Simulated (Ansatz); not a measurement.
# Au (Fm-3m) in Ansatz: notebook

One crystal, Au, is run at these levels: PBE+D4; tasks: single point, equation of state.

Program: Ansatz 0.2.0. These are calculated values, not measurements. Logs are shortened: lines on timing, memory, paths and dates and some standing lists are left out, and cuts for length are marked.

**The experiment to reproduce.**

From “Exploring toroidal anvil profiles for larger sample volumes above 4 Mbar”, 2024, pmc:11102561, for a bulk crystal of Au: bulk modulus 167 GPa.

How close the calculation comes is told below.

## Step 1: The crystal as given

Symmetry: Fm-3m, No. 225, cubic system. The conventional cell has a = 4.070 Å, b = 4.070 Å, c = 4.070 Å, α = 90.00°, β = 90.00°, γ = 90.00°. Au (site symmetry m-3m) is surrounded by 12 Au at 2.88 Å.

## Step 2: Single point, PBE+D4, 15.84 Å³/atom (volume scaled by 0.94)

The input, input.yaml:

```yaml
crystal:
  lattice:
    - [0.0, 1.9934577312, 1.9934577312]
    - [1.9934577312, 0.0, 1.9934577312]
    - [1.9934577312, 1.9934577312, 0.0]
  atoms:
    - { symbol: Au, position: [0.0, 0.0, 0.0] }
hamiltonian:
  xc: pbe
  pseudopotentials: { kind: paw }
  dispersion: d4
kpoints:
  mp_grid: { grid: [11, 11, 11] }
scf:
  occupations: { method: fermi_dirac, width: 0.05 }
output:
  forces: true
  stress: true
  eigenvalues: true
  write_density: true
  write_potential: true
  elf: true
  volumetric_format: npy
```

Potentials or basis: Ansatz PAW.

On the command line:

```console
ansatz run input.yaml --threads 2 --pin off --max-ram 5120MiB --backend cpu --events-out ev --progress --plain --runs-dir out
```

The log of the run:

```text
Warning: RAYON_NUM_THREADS=2 ignored (pool sized by the plan → 2); use --threads N
Engine: ansatz 0.2.0, x86_64-unknown-linux-gnu
Pseudopotentials: kind: paw
Pseudopotential: Au, paw, valence charge 19, recommended cutoff 420 eV (normal), Au.paw.azcp
Functional definition: PBE
  parameter kappa = 0.804
  parameter beta = 0.06672455060314922
  exchange = pbe_x(kappa = kappa, mu = beta*pi^2/3)
  correlation = pbe_c(beta = beta)
Crystal: 1 atoms, lattice volume = 15.843 Å³
Basis set: ecut = 420 eV, 331 PW (Γ), exchange–correlation on 40×40×40 points (8 copies of the dense FFT grid, shifted against one another)
Bands: 14, of which v1, the nominal top of the filled ones, is band 10 counted from 1 (9 counted from 0)
Symmetry: 48 space group operations
Space group: Fm-3m (ITA 225), of the structure as read, at distance tolerance 2.5e-5 Å
k-points: 56 of 1331
Non-local potential: Au, projectors of the file, l = 0: 3, l = 1: 2, l = 2: 2, l = 3: 1
PAW form: soft (Blöchl's): semilocal exchange-correlation on the pseudo side does not see the compensation charge
PAW one-centre angular grid: Au, 590 points (default); XC on 64 Gauss nodes
Initial density: superposition of atomic densities (neutral atoms: chi_scale 0, normalization atom), corrected by the library's trained network
Initial wavefunctions: pseudopotential atomic-orbital guess
Functional: x = pbe(κ = 0.804, μ = 0.2195149727645171), c = pbe(β = 0.06672455060314922)
SCF iter   1: F=—  HF=-13149.915652 eV  |F-HF|=—  |Δ(HF+E_count)|=         —  Δρ=1.72e-3  dr2=1.06e-4  ethr=1.77e-3  ⟨swp⟩=4.7  Hψ=3997  notcnv=0
preconditioner: auto → none  [insulator: Δε(μ)=0.139 eV  Ē_g=16.843 eV  σ=0.050 eV  W_gap=0.60  n_scr=8 (ndim 8)  ℏωp=30.9 eV  f_vac=0.000  D(μ)=0.28/eV (n_scr^D=0)  ε∞_Penn≈4.4]
SCF iter   2: F=—  HF=-13149.916019 eV  |F-HF|=—  |Δ(HF+E_count)|=   3.68e-4  Δρ=8.82e-4  dr2=2.50e-5  ethr=5.59e-7  ⟨swp⟩=2.7  Hψ=1758  notcnv=0
SCF iter   3: F=—  HF=-13149.916109 eV  |F-HF|=—  |Δ(HF+E_count)|=   8.93e-5  Δρ=2.39e-4  dr2=7.70e-6  ethr=1.32e-7  ⟨swp⟩=2.0  Hψ=1083  notcnv=0
SCF iter   4: F=—  HF=-13149.916107 eV  |F-HF|=—  |Δ(HF+E_count)|=   1.35e-6  Δρ=3.44e-5  dr2=1.00e-7  ethr=4.05e-8  ⟨swp⟩=2.1  Hψ=1059  notcnv=0
iter 5 did not close the SCF: its close was put off for the readings that it lacked (scf_convergence_deferred on its scf_iter line)
SCF iter   5: F=-13149.916107 eV  HF=-13149.916107 eV  |F-HF|=1.58e-9  |Δ(HF+E_count)|=   4.43e-8  Δρ=6.36e-6  dr2=4.29e-9  ethr=5.27e-10  ⟨swp⟩=2.0  Hψ=1251  notcnv=0
SCF iter   6: F=-13149.916107 eV  HF=-13149.916107 eV  |F-HF|=1.86e-10  |Δ(HF+E_count)|=  2.80e-10  Δρ=1.43e-6  dr2=3.13e-10  ethr=2.26e-11  ⟨swp⟩=4.9  Hψ=3827  notcnv=0
SCF 1 converged in 6 iterations: F = -13149.916107 eV  dr2 = 3.13e-10
SCF converged after 6 iterations
Free energy (F): -13149.916107 eV
Harris-Foulkes:  -13149.916107 eV  (|F-HF|=1.86e-10)
Internal energy: -13149.913786 eV  (E = F + TS)
E sigma→0 (E₀):  -13149.914947 eV
Entropy (-TS):   -0.002322 eV (-2.322 meV/atom)
Fermi energy:    22.727532 eV
--- Per-component energies (eV) ---
  E_band       = -172.935787
  E_kinetic    = 607.106307
  E_local      = -1595.296587  (includes V_loc(G=0)·N_el)
  E_nonlocal   = 74.125031
  E_hartree    = 689.671773
  E_xc         = -229.103263
  E_vxc        = -276.755079  (∫ρ·V_xc dr)
  E_paw        = -9706.745654  (= ΣΔE_a)
  E_vpaw       = -361.461327  (= ΣTr[D̂ρ^β])
  E_aug_tail   = 0.001437  (compensation charges beyond the density's cutoff)
  E_ewald      = -2988.947276
  E_disp       = -0.725553  (pairwise vdW)
  E_smearing   = -0.002322  (= −TS)
  E_closure    = 0.000000  (closes the sum)
  Σ components = -13149.916107   (vs F -13149.916107, Δ=0.00e0)
--- Forces (eV/Å), atoms counted from 1 ---
  atom   1  Au     0.00000000     0.00000000    -0.00000000
  max |Σ_I F_I| component: 5.34e-32 eV/Å
--- Stress (GPa, compression-positive) ---
       18.704555       0.000000       0.000000
       -0.000000      18.704555      -0.000000
       -0.000000      -0.000000      18.704555
  P = ⅓ Tr σ = 18.7046 GPa (187.046 kbar)
--- Band table (eV; the first three rows and the last of 56) ---
  k-point 0: bands = ["-82.9725", "-34.2996", "-34.2996", "-34.2996", "12.0806", "17.6381", "17.6381", "17.6381", "19.3646", "19.3646", "37.0888", "41.4980", "41.4980", "41.4980"]
  k-point 1: bands = ["-82.9711", "-34.3231", "-34.3031", "-34.3031", "12.3874", "17.5337", "17.7448", "17.7448", "19.3169", "19.3169", "37.4707", "39.8985", "41.8988", "41.8988"]
  k-point 2: bands = ["-82.9674", "-34.3862", "-34.3125", "-34.3125", "13.2240", "17.3617", "17.9373", "17.9373", "19.3168", "19.3168", "36.8692", "38.3680", "42.9352", "42.9352"]
  k-point 55: bands = ["-82.9494", "-34.5044", "-34.4886", "-34.4072", "16.1675", "16.7731", "17.4180", "19.2190", "20.9888", "27.3070", "28.9334", "30.0135", "33.2984", "44.4599"]
```

Wall time 0.41 s (2 threads of Intel Xeon 6975P-C (Granite Rapids), shared host); peak memory 0.33 GiB.

What came out:

```
Free energy            : -13149.9161 eV
Pressure               : 18.7 GPa
Band gap on the k mesh : none (metal or under the smearing width)
```

Caveat: pairwise dispersion overbinds metals, which lowers pressure and volume.

## Step 3: Single point, PBE+D4, 16.18 Å³/atom (volume scaled by 0.96)

input.yaml: that of step 2 with these lines changed.

```diff
@@ -2,5 +2,5 @@
   lattice:
-    - [0.0, 1.9934577312, 1.9934577312]
-    - [1.9934577312, 0.0, 1.9934577312]
-    - [1.9934577312, 1.9934577312, 0.0]
+    - [0.0, 2.0074966285, 2.0074966285]
+    - [2.0074966285, 0.0, 2.0074966285]
+    - [2.0074966285, 2.0074966285, 0.0]
   atoms:
```

Potentials or basis: Ansatz PAW.

On the command line:

```console
ansatz run input.yaml --threads 2 --pin off --max-ram 5120MiB --backend cpu --events-out ev --progress --plain --runs-dir out
```

It took 0.42 s on 2 threads of Intel Xeon 6975P-C (Granite Rapids), shared host; peak memory 0.33 GiB.

It converged, with:

```yaml
Free_energy: -13149.9498 eV
Pressure: 13.4 GPa
Band_gap_on_the_k_mesh: none (metal or under the smearing width)
```

Caveat: pairwise dispersion overbinds metals, which lowers pressure and volume.

## Step 4: Single point, PBE+D4, 16.52 Å³/atom (volume scaled by 0.98)

input.yaml: that of step 3 with these lines changed.

```diff
@@ -2,5 +2,5 @@
   lattice:
-    - [0.0, 2.0074966285, 2.0074966285]
-    - [2.0074966285, 0.0, 2.0074966285]
-    - [2.0074966285, 2.0074966285, 0.0]
+    - [0.0, 2.0213418704, 2.0213418704]
+    - [2.0213418704, 0.0, 2.0213418704]
+    - [2.0213418704, 2.0213418704, 0.0]
   atoms:
```

On the command line:

```console
ansatz run input.yaml --threads 2 --pin off --max-ram 5120MiB --backend cpu --events-out ev --progress --plain --runs-dir out
```

Run time: 0.42 s. Hardware: 2 threads of Intel Xeon 6975P-C (Granite Rapids), shared host; peak memory 0.34 GiB.

Results (log left out):

* Free energy: -13149.9731 eV
* Pressure: 8.8 GPa
* Band gap on the k mesh: none (metal or under the smearing width)

Caveat: pairwise dispersion overbinds metals, which lowers pressure and volume.

## Step 5: Single point, PBE+D4, 16.85 Å³/atom

The input, input.yaml:

```yaml
crystal:
  lattice:
    - [0.0, 2.035, 2.035]
    - [2.035, 0.0, 2.035]
    - [2.035, 2.035, 0.0]
  atoms:
    - { symbol: Au, position: [0.0, 0.0, 0.0] }
hamiltonian:
  xc: pbe
  pseudopotentials: { kind: paw }
  dispersion: d4
kpoints:
  mp_grid: { grid: [11, 11, 11] }
scf:
  occupations: { method: fermi_dirac, width: 0.05 }
output:
  forces: true
  stress: true
  eigenvalues: true
```

On the command line:

```console
ansatz run input.yaml --threads 2 --pin off --max-ram 5120MiB --backend cpu --events-out ev --progress --plain --runs-dir out
```

It took 0.33 s on 2 threads of Intel Xeon 6975P-C (Granite Rapids), shared host; peak memory 0.33 GiB.

The run converged. Its results:

```
Free energy            : -13149.9874 eV
Pressure               : 4.8 GPa
Band gap on the k mesh : none (metal or under the smearing width)
```

Caveat: pairwise dispersion overbinds metals, which lowers pressure and volume.

## Step 6: Single point, PBE+D4, 17.19 Å³/atom (volume scaled by 1.02)

input.yaml: that of step 5 with these lines changed.

```diff
@@ -2,5 +2,5 @@
   lattice:
-    - [0.0, 2.035, 2.035]
-    - [2.035, 0.0, 2.035]
-    - [2.035, 2.035, 0.0]
+    - [0.0, 2.048477214, 2.048477214]
+    - [2.048477214, 0.0, 2.048477214]
+    - [2.048477214, 2.048477214, 0.0]
   atoms:
```

Potentials or basis: Ansatz PAW.

On the command line:

```console
ansatz run input.yaml --threads 2 --pin off --max-ram 5120MiB --backend cpu --events-out ev --progress --plain --runs-dir out
```

It took 0.34 s on 2 threads of Intel Xeon 6975P-C (Granite Rapids), shared host; peak memory 0.32 GiB.

The run converged. Its results:

- Free energy: -13149.9936 eV
- Pressure: 1.2 GPa
- Band gap on the k mesh: none (metal or under the smearing width)

Caveat: pairwise dispersion overbinds metals, which lowers pressure and volume.

## Step 7: Single point, PBE+D4, 17.53 Å³/atom (volume scaled by 1.04)

input.yaml: that of step 6 with these lines changed.

```diff
@@ -2,5 +2,5 @@
   lattice:
-    - [0.0, 2.048477214, 2.048477214]
-    - [2.048477214, 0.0, 2.048477214]
-    - [2.048477214, 2.048477214, 0.0]
+    - [0.0, 2.0617793868, 2.0617793868]
+    - [2.0617793868, 0.0, 2.0617793868]
+    - [2.0617793868, 2.0617793868, 0.0]
   atoms:
```

On the command line:

```console
ansatz run input.yaml --threads 2 --pin off --max-ram 5120MiB --backend cpu --events-out ev --progress --plain --runs-dir out
```

It took 0.35 s on 2 threads of Intel Xeon 6975P-C (Granite Rapids), shared host; peak memory 0.32 GiB.

The run converged. Its results:

* Free energy: -13149.9927 eV
* Pressure: -1.9 GPa
* Band gap on the k mesh: none (metal or under the smearing width)

Caveat: pairwise dispersion overbinds metals, which lowers pressure and volume.

## Step 8: Single point, PBE+D4, 17.87 Å³/atom (volume scaled by 1.06)

input.yaml: that of step 7 with these lines changed.

```diff
@@ -2,5 +2,5 @@
   lattice:
-    - [0.0, 2.0617793868, 2.0617793868]
-    - [2.0617793868, 0.0, 2.0617793868]
-    - [2.0617793868, 2.0617793868, 0.0]
+    - [0.0, 2.0749120936, 2.0749120936]
+    - [2.0749120936, 0.0, 2.0749120936]
+    - [2.0749120936, 2.0749120936, 0.0]
   atoms:
```

On the command line:

```console
ansatz run input.yaml --threads 2 --pin off --max-ram 5120MiB --backend cpu --events-out ev --progress --plain --runs-dir out
```

Wall time 0.36 s (2 threads of Intel Xeon 6975P-C (Granite Rapids), shared host); peak memory 0.33 GiB.

The run converged. Its results:

```
Free energy            : -13149.9857 eV
Pressure               : -4.7 GPa
Band gap on the k mesh : none (metal or under the smearing width)
```

Caveat: pairwise dispersion overbinds metals, which lowers pressure and volume.

## Step 9: Equation of state, PBE+D4

Potentials or basis: Ansatz PAW.

No new run: the results of the series are fitted here.

What came out:

- Equilibrium volume: 17.32 Å³/atom
- Bulk modulus: 163 GPa
- Pressure derivative of the bulk modulus: 5.7

Energy against volume, from the lowest point:
```
volume (Å³/atom)  energy (meV/atom)
          15.843              77.45
          16.181              43.74
          16.518              20.41
          16.855               6.20
          17.192               0.00
          17.529               0.82
          17.866               7.81
```

## Step 10: Comparison with measurements

Step 9. Measured bulk modulus of Au: 167 GPa (quoted in “Exploring toroidal anvil profiles for larger sample volumes above 4 Mbar”, 2024, pmc:11102561). This calculation gives 163 GPa (-2.2 %). The fit is for a static lattice scaled at fixed shape and fixed fractional positions.
